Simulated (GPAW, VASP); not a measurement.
Given: the input of a run of VASP 6.6.1 on W (Tungsten). 

Contents of INCAR:

```
SYSTEM = W
  ALGO = Fast
  EDIFF = 1E-7
  ENCUT = 520
  ISIF = 2
  ISMEAR = -1
  LASPH = .True.
  LCHARG = .False.
  LDAU = .True.
  LDAUJ = 0
  LDAUL = 2
  LDAUPRINT = 1
  LDAUTYPE = 2
  LDAUU = 5
  LMAXMIX = 4
  LREAL = .False.
  LWAVE = .False.
  NBANDS = 13
  NELM = 80
  PREC = Accurate
  SIGMA = 0.05
```

File KPOINTS:

```
k-points
0
Gamma
  12 12 12
  0 0 0
```

POSCAR

```
W
1.0
   -1.5823450000      1.5823450000      1.5823450000
    1.5823450000     -1.5823450000      1.5823450000
    1.5823450000      1.5823450000     -1.5823450000
W
1
Direct
    0.0000000000      0.0000000000      0.0000000000
```

Potentials or basis: VASP PAW LDA potentials, release 64 (W_sv).

Launch:

```bash
$ cat potpaw_LDA.64/W_sv/POTCAR > POTCAR
$ mpirun -np 1 vasp_std > vasp.out
```

Question: Set up the same calculation for GPAW 26.7.0 (ASE script). Potentials or basis there: the program's PAW data sets (release 1.2.1) made for this functional, cutoff 600 eV.

Answer: As run (cutoffs and basis follow the program's own potentials, and thresholds, step limits or extra output files can differ):

run.py

```python
from ase.dft.bandgap import bandgap
from ase.io import read, write
from ase.units import GPa
from gpaw import GPAW, PW

atoms = read('W.xyz')

calc = GPAW(mode=PW(600),
            xc='LDA',
            kpts={'size': (12, 12, 12), 'gamma': True},
            occupations={'name': 'fermi-dirac', 'width': 0.05},
            setups={'W': ':d,5.0'},
            nbands=16,
            convergence={'density': 1e-05, 'energy': 1e-05},
            maxiter=150,
            txt='gpaw.txt')
atoms.calc = calc
energy = atoms.get_potential_energy()
forces = atoms.get_forces()
stress = atoms.get_stress()
calc.write('gs.gpw')
write('result.traj', atoms)
print(f'Energy: {energy:.6f} eV')
print('Forces (eV/A):')
print(forces.round(4))
print('Stress (GPa):', (stress / GPa).round(3))
print('Fermi level:', round(calc.get_fermi_level(), 4), 'eV')
print(f'Gap: {bandgap(calc)[0]:.4f} eV, direct: {bandgap(calc, direct=True)[0]:.4f} eV')
```

W.xyz

```xyz
1
Lattice="-1.5823450000 1.5823450000 1.5823450000 1.5823450000 -1.5823450000 1.5823450000 1.5823450000 1.5823450000 -1.5823450000" Properties=species:S:1:pos:R:3 pbc="T T T"
W      0.0000000000      0.0000000000      0.0000000000
```

Potentials or basis: the program's PAW data sets (release 1.2.1) made for this functional, pw.

The run is started by

```bash
$ OMP_NUM_THREADS=1 python run.py
```

Both were run:

|  | VASP | GPAW |
| --- | --- | --- |
| Pressure | 7.7 GPa | -0.7 GPa |

The two programs' LDA may be different fits to the electron gas.

The two runs disagree by more than potentials and bases usually give (in gap, levels, pressure or energy); the cause wasn't traced.

How U acts hangs on each program's projectors.

Pressure is positive in compression.
